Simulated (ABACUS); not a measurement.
**ZrS2: equation of state with r2SCAN**

The system is ZrS2.

```
Zr S
1.0
     3.69138    0.00000    0.00000
    -1.84569    3.19683    0.00000
     0.00000    0.00000    6.04108
Zr S
1 2
Cartesian
  0.0000 0.0000 0.0000
  0.0000 2.1312 1.4372
  1.8457 1.0656 4.6038
```

The cell is a database's computed one.

| Property | Result |
| --- | --- |
| Program | ABACUS 3.10.1 |
| Task | equation of state |
| Functional | r2SCAN |
| Potentials or basis | SG15 ONCV 1.2 PBE |
| Cutoff | 1361 eV |
| Density cutoff | 5442 eV |
| Basis | DZP LCAO (the cutoffs set its grid) |
| k mesh | 6 × 6 × 4 |
| Occupations | fermi-dirac, width 0.05 eV |
| Spin | no spin polarisation |
| Orbital files | Zr Zr_confined-atom_8au_3s2p2d1f.orb, S S_confined-atom_7au_2s2p1d.orb |
| Radial cutoff of the potentials (pseudo_rcut) | 10 bohr |
| SCF threshold on the density | 1e-07 |
| Max SCF steps | 100 |
| Eigensolver | genelpa |
| Mixing | broyden |
| Mixing share | 0.7 |
| Symmetry key | 1 |
| Bands | 16 |

```json
{
  "Equilibrium volume": "23.84 Å³/atom",
  "Bulk modulus at fixed shape and positions": "95 GPa",
  "Pressure derivative of the bulk modulus": "4.2 (rough: it moves with the points fitted)"
}
```

Energy against volume, from the lowest point:
| volume (Å³/atom) | energy (meV/atom) |
| --- | --- |
| 22.337 | 29.82 |
| 23.288 | 2.13 |
| 24.238 | 0.00 |
| 25.189 | 18.61 |

All runs of the series together: 2.6 min on 4 threads of AMD EPYC 7R43 64-Core Processor (Zen 3), with other jobs on the host.

Caveat: the atomic orbitals were generated for these runs and aren't a published set; the cell was scaled at fixed shape and fractional positions, which overstates the stiffness of a crystal with free parameters, most of all of layers and chains; the potentials were made for another functional, which shifts forces and pressure; the basis of atomic orbitals isn't converged, which shifts pressures, moduli and gaps.
